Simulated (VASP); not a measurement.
Level of theory: PBEsol GGA, VASP's PBE PAW potentials (set 64) (plane waves; VASP).

VASP ran on this input.

INCAR:
```
# general
SYSTEM  = CaF2
PREC    = Accurate
ENCUT   = 620
LREAL   = .False.
LASPH   = .True.

# electronic loop
EDIFF   = 1E-6
NELM    = 100
ALGO    = Normal

# smearing
ISMEAR  = 0
SIGMA   = 0.05

# functional
GGA     = PS

# ions
IBRION  = 2
NSW     = 40
ISIF    = 3
EDIFFG  = -0.02
PSTRESS = 450

# output
LWAVE   = .False.
LCHARG  = .False.
```

**KPOINTS**
```
Regular mesh
0
Gamma
 8 8 8
```

### POSCAR
```
CaF2
1
    0.0000000000     2.5282393756     2.5282393756
    2.5282393756     0.0000000000     2.5282393756
    2.5282393756     2.5282393756     0.0000000000
Ca F
1 2
Direct
  0.0000000000   0.0000000000   0.0000000000
  0.2500000000   0.2500000000   0.2500000000
  0.7500000000   0.7500000000   0.7500000000
```

POTCAR, in this order: Ca_sv F (PBE.64 set). Program: vasp_std.

Output

### OSZICAR
```
       N       E                     dE             d eps       ncg     rms          rms(c)
DAV:   1     0.247546993226E+03    0.24755E+03   -0.15902E+04   928   0.181E+03
DAV:   2    -0.867817532691E+01   -0.25623E+03   -0.25248E+03  1184   0.435E+02
DAV:   3    -0.180776590122E+02   -0.93995E+01   -0.93920E+01  1008   0.952E+01
DAV:   4    -0.184362668214E+02   -0.35861E+00   -0.35853E+00  1576   0.137E+01
DAV:   5    -0.184389809277E+02   -0.27141E-02   -0.27141E-02  1008   0.125E+00    0.743E+00
DAV:   6    -0.173136973951E+02    0.11253E+01   -0.52697E+00   928   0.183E+01    0.289E+00
DAV:   7    -0.172923791050E+02    0.21318E-01   -0.17074E-01  1200   0.383E+00    0.156E+00
DAV:   8    -0.172946259801E+02   -0.22469E-02   -0.27996E-02  1120   0.220E+00    0.187E-01
DAV:   9    -0.172968917012E+02   -0.22657E-02   -0.53320E-03  1176   0.672E-01    0.116E-01
DAV:  10    -0.172973905812E+02   -0.49888E-03   -0.76301E-04  1256   0.229E-01    0.501E-02
DAV:  11    -0.172974041600E+02   -0.13579E-04   -0.17828E-04  1032   0.143E-01    0.696E-03
DAV:  12    -0.172974076648E+02   -0.35048E-05   -0.13046E-05  1312   0.331E-02    0.281E-03
DAV:  13    -0.172974079355E+02   -0.27077E-06   -0.73135E-07   872   0.848E-03
   1 F= -.82194848E+01 E0= -.82194848E+01  d E =-.821948E+01
       N       E                     dE             d eps       ncg     rms          rms(c)
DAV:   1    -0.204035506092E+02   -0.31061E+01   -0.10912E+02  1040   0.113E+02    0.164E+01
DAV:   2    -0.163820609216E+02    0.40215E+01   -0.15556E+01   928   0.356E+01    0.484E+00
DAV:   3    -0.159410008134E+02    0.44106E+00   -0.10877E+00  1384   0.130E+01    0.156E+00
DAV:   4    -0.159144031504E+02    0.26598E-01   -0.38243E-01  1544   0.521E+00    0.594E-01
DAV:   5    -0.159149768277E+02   -0.57368E-03   -0.47738E-03  1032   0.764E-01    0.591E-01
DAV:   6    -0.159162669371E+02   -0.12901E-02   -0.81197E-03  1104   0.109E+00    0.790E-01
DAV:   7    -0.159107497461E+02    0.55172E-02   -0.83486E-02  1168   0.362E+00    0.942E-01
DAV:   8    -0.159414992610E+02   -0.30750E-01   -0.63477E-01  1168   0.912E+00    0.242E+00
DAV:   9    -0.159312667792E+02    0.10232E-01   -0.27238E-01  1168   0.646E+00    0.406E-01
DAV:  10    -0.159315149950E+02   -0.24822E-03   -0.90812E-03   984   0.102E+00    0.319E-01
DAV:  11    -0.159316104174E+02   -0.95422E-04   -0.10414E-03  1528   0.323E-01    0.230E-01
DAV:  12    -0.159315451346E+02    0.65283E-04   -0.36291E-03  1144   0.707E-01    0.928E-03
DAV:  13    -0.159315700487E+02   -0.24914E-04   -0.23143E-04  1096   0.165E-01    0.153E-02
DAV:  14    -0.159315734203E+02   -0.33717E-05   -0.11105E-05  1392   0.358E-02    0.785E-03
DAV:  15    -0.159315742708E+02   -0.85048E-06   -0.10713E-06   744   0.132E-02
   2 F= -.81188293E+01 E0= -.81188293E+01  d E =0.100656E+00
       N       E                     dE             d eps       ncg     rms          rms(c)
DAV:   1    -0.182750087294E+02   -0.23434E+01   -0.36714E+01  1144   0.671E+01    0.908E+00
DAV:   2    -0.170182871964E+02    0.12567E+01   -0.51308E+00  1032   0.200E+01    0.278E+00
DAV:   3    -0.168532697450E+02    0.16502E+00   -0.32869E-01  1408   0.703E+00    0.923E-01
DAV:   4    -0.168421845861E+02    0.11085E-01   -0.18202E-01  1424   0.329E+00    0.431E-01
DAV:   5    -0.168413692942E+02    0.81529E-03   -0.23236E-03  1128   0.549E-01    0.521E-01
DAV:   6    -0.168480404020E+02   -0.66711E-02   -0.10683E-02  1400   0.115E+00    0.513E-02
DAV:   7    -0.168480763545E+02   -0.35952E-04   -0.29462E-04  1024   0.181E-01    0.420E-02
DAV:   8    -0.168480925021E+02   -0.16148E-04   -0.28176E-05  1208   0.684E-02    0.981E-03
DAV:   9    -0.168480918061E+02    0.69605E-06   -0.65313E-06  1016   0.219E-02
   3 F= -.83176919E+01 E0= -.83176919E+01  d E =-.982071E-01
       N       E                     dE             d eps       ncg     rms          rms(c)
DAV:   1    -0.168377143515E+02    0.10378E-01   -0.76573E-03  1104   0.956E-01    0.133E-01
DAV:   2    -0.168374471154E+02    0.26724E-03   -0.11095E-03  1000   0.295E-01    0.384E-02
DAV:   3    -0.168374154245E+02    0.31691E-04   -0.62929E-05  1328   0.101E-01    0.135E-02
DAV:   4    -0.168374137790E+02    0.16455E-05   -0.37151E-05  1448   0.478E-02    0.602E-03
DAV:   5    -0.168374136435E+02    0.13548E-06   -0.39575E-07   576   0.722E-03
   4 F= -.83177334E+01 E0= -.83177334E+01  d E =-.982486E-01
```

### OUTCAR
```
------------------------ aborting loop because EDIFF is reached ----------------------------------------
  FORCE on cell =-STRESS in cart. coord.  units (eV):
  Direction    XX          YY          ZZ          XY          YZ          ZX
  --------------------------------------------------------------------------------------
  Total        8.5150773      8.5150773      8.5150773     -0.0000000      0.0000000      0.0000000
  in kB      449.7568787    449.7568787    449.7568787     -0.0000000      0.0000000      0.0000000
  external PRESSURE =      -0.2431213 kB  Pullay stress =     450.0000000 kB
  volume of cell :       30.33
      direct lattice vectors                 reciprocal lattice vectors
    -0.000000000  2.475314896  2.475314896    -0.201994502  0.201994502  0.201994502
     2.475314896 -0.000000000  2.475314896     0.201994502 -0.201994502  0.201994502
     2.475314896  2.475314896 -0.000000000     0.201994502  0.201994502 -0.201994502
 POSITION                                       TOTAL-FORCE (eV/Angst)
 -----------------------------------------------------------------------------------
      2.47531     -0.00000      2.47531         0.000000     -0.000000      0.000000
      1.23766      1.23766      1.23766         0.000000      0.000000      0.000000
      3.71297      3.71297      3.71297        -0.000000     -0.000000     -0.000000
 -----------------------------------------------------------------------------------
    total drift:                                0.000000     -0.000000      0.000000
  FREE ENERGIE OF THE ION-ELECTRON SYSTEM (eV)
  ---------------------------------------------------
  free  energy   TOTEN  =       -16.8374136435 eV

  energy  without entropy=      -16.8374136435  energy(sigma->0) =      -16.83741364
  enthalpy is  TOTEN    =        -8.3177334419 eV   P V=        8.5196802016

 reached required accuracy - stopping structural energy minimisation
```
(Selected blocks of OUTCAR.)

**CONTCAR**
```
CaF2
   1.00000000000000
    -0.0000000000000000    2.4753148962236455    2.4753148962236455
     2.4753148962236455   -0.0000000000000000    2.4753148962236455
     2.4753148962236455    2.4753148962236455   -0.0000000000000000
  Ca              F
     1     2
Direct
     0.0000000000000000    1.0000000000000000    0.0000000000000000
     0.2500000000000000    0.2500000000000000    0.2500000000000000
     0.7500000000000000    0.7500000000000000    0.7500000000000000
```

Energy and stress use the plane-wave basis of the starting cell.

The compound is CaF2 in the fluorite structure. This run relaxes it under an external pressure of 45 GPa. Symmetry was kept, so distortions that lower it aren't found.
